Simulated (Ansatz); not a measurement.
# All-electron card of WSe₂

```yaml
crystal:
  lattice:
    - [3.29000, 0.00000, 0.00000]
    - [-1.64500, 2.84922, 0.00000]
    - [0.00000, 0.00000, 12.97000]
  atoms:
    - { symbol: W, position: [0.33333, 0.66667, 0.25000] }
    - { symbol: W, position: [0.66667, 0.33333, 0.75000] }
    - { symbol: Se, position: [0.33333, 0.66667, 0.62100] }
    - { symbol: Se, position: [0.66667, 0.33333, 0.12100] }
    - { symbol: Se, position: [0.33333, 0.66667, 0.87900] }
    - { symbol: Se, position: [0.66667, 0.33333, 0.37900] }
```

Atoms are numbered in the order listed.

The cell is COD entry 9009146, as deposited and not checked against the literature; nothing was relaxed.

No spin–orbit coupling, which matters for the heavy atoms here.

Levels of theory: DFT, PBEsol, all-electron LAPW, scalar-relativistic (Ansatz 0.2.0); DFT, PBEsol, PAW with Ansatz's default frozen-core files, scalar-relativistic (Ansatz 0.2.0).

For LAPW: a Γ-centred 11×11×3 k mesh, Fermi–Dirac smearing of 0.08 eV, basis error target 0.5 meV/atom, no spin polarisation. PAW takes a cutoff of 420 eV at this cell (files made with PBE, cores remade for this functional). The Ansatz runs share mesh, smearing and spin set-up. Values come from LAPW unless marked.

```yaml
Bader_charges_from_the_PAW_run: W1 +1.04, Se3 -0.52 e
Volume_per_atom: 136.7 bohr³
```

(1) Give the computed value. Löwdin charges (with 0.42 e of the cell spilling out of the atomic basis, so their sizes and signs hang on that basis).

(2) Predict this quantity. Stress xx, yy, zz (compression positive).

(3) Give the computed value. Largest force.

(4) Predict this quantity. Smallest direct gap on the path.

(5) Pressure at this cell: what does the calculation give?

(6) Band gap: what does the calculation give?

Results:

(1) W1 0.35, Se3 -0.07 e.

(2) -1.56, -1.56, -0.49 GPa.

(3) 0.125 eV/Å on Se3.

(4) 1.52 eV.

(5) -12.0 kbar.

(6) 0.92 eV.
